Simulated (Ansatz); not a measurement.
Structures of LiCl: which is lowest?

Plane-wave DFT in Ansatz with scalar-relativistic PAW potentials, cutoff 420 eV, Γ-centred meshes chosen by cell and gap, Gaussian smearing with energies taken to zero width. Every cell was relaxed (cell and atoms) in a run of its own, within the symmetry of its start. Functional: PBEsol.

Relaxed structures (starts from databases or built by putting these elements on another compound's sites):
A. P6_3mc, 4 atoms in the computed cell, a = 3.879 Å, c = 6.178 Å; sites (symmetry × multiplicity) Li 3m. × 2, Cl 3m. × 2; start: database
B. Fm-3m, 2 atoms in the computed cell, a = 5.063 Å; sites (symmetry × multiplicity) Li m-3m × 4, Cl m-3m × 4; start: database

**Question.** Rank them by energy. Could pressure change the order?

**Answer.**
```tsv
structure	group	E − E(lowest) (meV/atom)	V (Å³/atom)	gap on mesh (eV)
B	Fm-3m	0.0	16.22	6.35
A	P6_3mc	14.7	20.13	5.85
```

B is lowest, 15 meV/atom under A. The lowest is also the densest of these, so pressure wouldn't bring one of the others in at first order. Other structures may lie lower than all of these, and vibrations aren't counted.

An odd mesh misses points on the zone edge, so a gap read on it can be too wide.